Squeeze a stable cubic crystal along one edge, let it widen so that its volume stays the same, and its energy at first rises. Does drawing it out by the same factor cost as much, and does the crystal find a second stable shape along the way? For CoSi2, density functional theory gives a clear answer to both questions. The strong squeeze costs about twice as much as the equal pull, and the only minimum among the calculated shapes is the cubic one.

Tetragonal deformation of fluorite-type CoSi2 along [001] at a fixed volume of 12.83 Å³ per atom, starting from the relaxed cubic cell (Fm-3m, a = 5.360 Å). Ansatz 0.2.0, plane-wave PAW, PBE, scalar-relativistic, no spin polarisation; cutoff 420 eV, 18×18×18 k mesh, Gaussian smearing of 0.15 eV; energies are free energies.

| axial ratio (over its starting value) | energy change (meV/atom) | pressure (GPa) |
| --- | --- | --- |
| 0.707 | 579.1 | 14.93 |
| 0.78 | 245.4 | 6.44 |
| 0.85 | 87.3 | 2.32 |
| 0.92 | 19.3 | 0.52 |
| 1 | 0.0 | 0.01 |
| 1.2 | 69.7 | 1.69 |
| 1.3 | 147.8 | 3.34 |
| 1.414 | 280.2 | 5.91 |

The axial ratio $r$ is the length along the chosen axis divided by the width across it, relative to the cubic crystal. The energy change is counted from that crystal, and the pressure is the average over the three directions, positive when the crystal pushes outwards. Every strained row is tetragonal. Three rows carry the argument: the cubic crystal at 1, the squeezed one at 0.707 and the drawn-out one at 1.414.

**Why there is one minimum**

Symmetry alone makes the cubic shape a point of zero slope. Imagine a very small stretch along each of the three cube axes in turn, always at fixed volume. To first order the three stretches undo one another, so their energy changes must add up to zero. The axes are equivalent, so the three changes are also equal, and each must therefore vanish. That the cubic point is a minimum along this path, and not a maximum, is a result of the calculation: the energy rises on both sides.

The two end rows look as if they might be special too. At 0.707 the cobalt atoms, taken alone, form a body-centred cubic lattice. At 1.414 all the atoms together sit on the sites of a face-centred cubic lattice, a quarter of which are empty. In both cases, however, the arrangement of the silicon atoms or of the empty sites singles out one axis. The whole crystal stays tetragonal, and the argument that forces a zero slope no longer applies.

The stresses of the same calculations confirm this. At a resting point of this path the stress along the axis must equal the stress across it. At 0.707 the crystal instead pushes outwards along the axis with about 70 GPa and pulls inwards across it with about 12 GPa. At 1.414 the signs are reversed, with about 18 GPa each way. Both crystals are being driven back towards the cubic shape, so neither is a second phase.

**Why squeezing costs more**

The ratios 0.707 and 1.414 are equal and opposite changes of shape, one being the inverse of the other to within rounding. The squeeze costs 579 meV per atom, the pull 280. If the crystal behaved like an ideal spring in the logarithm of $r$, the two would be equal. Symmetry permits the difference, because a squeezed cube and a drawn-out cube are different objects, but it does not set the size. A natural first place to look is which atoms are brought together.

The Co–Si bond, the shortest contact in the cubic crystal, does not single out the squeeze. It is 2.32 Å long there and stretches at both ends of the scan, to 2.38 Å when squeezed and 2.39 Å when drawn out. This stretching plausibly adds to the cost on both sides. It is slightly larger on the cheaper side, so as a simple penalty it would not make squeezing the dearer direction.

The Si–Si contacts behave quite differently. In the cubic crystal each silicon atom has six silicon neighbours at 2.68 Å, two along the axis and four across it. Squeezing to 0.707 puts all the shortening on the two, which shrink by about a fifth, to 2.13 Å. Pulling to 1.414 spreads the shortening over the four, which shrink by only about a tenth, to 2.39 Å. For comparison, the bond in ordinary silicon is roughly 2.4 Å long, a recalled value, so the squeezed contacts are far shorter than a normal bond.

A simple count shows how this can tip the balance. At fixed volume, lengths along the axis scale as $r^{2/3}$ and lengths across it as $r^{-1/3}$. With $L=\ln r$, two contacts per silicon atom change their logarithmic length by $2L/3$ and four by $-L/3$. The sums over the six contacts are

$$
\begin{aligned}
\text{changes:}\quad & 2\left(\tfrac{2L}{3}\right)+4\left(-\tfrac{L}{3}\right)=0,\\
\text{squares:}\quad & 2\left(\tfrac{2L}{3}\right)^2+4\left(-\tfrac{L}{3}\right)^2=\tfrac{4}{3}L^2,\\
\text{cubes:}\quad & 2\left(\tfrac{2L}{3}\right)^3+4\left(-\tfrac{L}{3}\right)^3=\tfrac{4}{9}L^3.
\end{aligned}
$$

The first sum vanishes, and the second is the same for a squeeze and a pull. Only the third changes sign with the direction. A contact that acts as a spring in the logarithm of its length therefore costs the same either way, whereas a repulsion that steepens rapidly at short distance makes the squeeze dearer. Closed electron shells and crowded bonds repel in just this way, which makes the silicon contacts a plausible source of at least part of the asymmetry.

The count also implies that the asymmetry should fade at small strain, because a cube shrinks faster than a square. The table behaves accordingly. The cost at 0.85 is 1.25 times that at 1.2, the cost at 0.78 is 1.66 times that at 1.3, and for the exact pair at the ends the factor is 2.07. Part of this growth arises only because the squeeze is the slightly smaller deformation in the first two pairs. Dividing each energy by $L^2$ largely allows for that, and the factors still grow, from 1.58 to 1.85 and 2.06. Any cause that acts through a cubic term would produce this growth, so it supports the form of the argument more than the choice of silicon as the culprit.

The picture fails if it is reduced to a single distance. At 0.85 the shortest Si–Si contact is 2.40 Å, almost the same as at 1.414, yet the energies are 87 and 280 meV per atom. The drawn-out crystal has four such contacts per silicon atom instead of two, its Co–Si bonds are stretched further, and its bond angles are more distorted. The calculation does not divide the energy among these causes, so their shares remain unknown.

**What the pressure adds**

The average pressure is higher in every strained row than in the cubic crystal, whichever way the crystal is deformed. Pressure measures how the energy falls when the volume grows. A positive excess therefore means that the cost of the deformation itself shrinks in a larger crystal, where the atoms are less crowded. Multiplying the excess pressure by the volume and dividing by the energy change gives values between 1.7 and 2.1. An expansion of the volume by one per cent would thus lower the cost of the deformation by about two per cent.

The same figure sets a limit to the silicon picture. Suppose the whole cost were a repulsion between silicon neighbours that falls as an inverse power of their distance. Since volume goes as the cube of length, two per cent of cost for one per cent of volume means an inverse sixth power. Counted over the six contacts, in units of the energy of one contact in the cubic crystal, the expected cost is $2\times4+4\times\tfrac{1}{2}-6=4$ for the squeeze to 0.707 and $2\times\tfrac{1}{4}+4\times2-6=2.5$ for the equal pull. That is a ratio of 1.6, short of the 2.07 in the table. Repulsion of this simple kind points the right way, but something else, perhaps a change in the bonding electrons, probably adds to the asymmetry.

The pressure also raises a practical doubt: perhaps squeezing looks expensive only because the volume was held fixed. A rough estimate settles the scale. If the crystal may expand at constant shape, its pressure $P$ falls to zero over a volume change of about $PV/B$, where $V$ is the volume per atom and $B$ the bulk modulus. The energy released is half the product of pressure and volume change. With $B$ near 170 GPa, a rough recalled value for the cubic crystal, the row at 0.707 gives

$$
\Delta E\approx\frac{P^2V}{2B}
=\frac{(14.93\ \text{GPa})^2\times 12.83\ \text{Å}^3}{2\times170\ \text{GPa}}
\approx 8.4\ \text{GPa Å}^3\approx 0.05\ \text{eV}.
$$

That is about 50 meV per atom, against roughly 8 for the row at 1.414. The costs would drop to about 530 and 270 meV per atom, still nearly two to one. By this estimate, fixed volume exaggerates the asymmetry a little but does not create it. The estimate assumes that the strained crystal is as stiff as the cubic one, which was not calculated.

Other kinds of relaxation could matter more at the ends of the scan. The atoms feel no force there, but only because symmetry cancels it, and a distortion that breaks the symmetry might still lower the energy. Magnetism was excluded from the start, so a magnetic state could also lie lower in a strongly strained crystal. The large energies are therefore best read as the cost of this particular path.

For a related crystal, the first step is to count the contacts that a deformation shortens. If repulsion between those neighbours dominates, a steeper rise is to be expected where the shortening falls on a few of them than where many share it. How much of the extra cost in CoSi2 really comes from silicon pressing on silicon, and how much from bent Co–Si bonds and shifted electron bands, is the question that these total energies leave open.
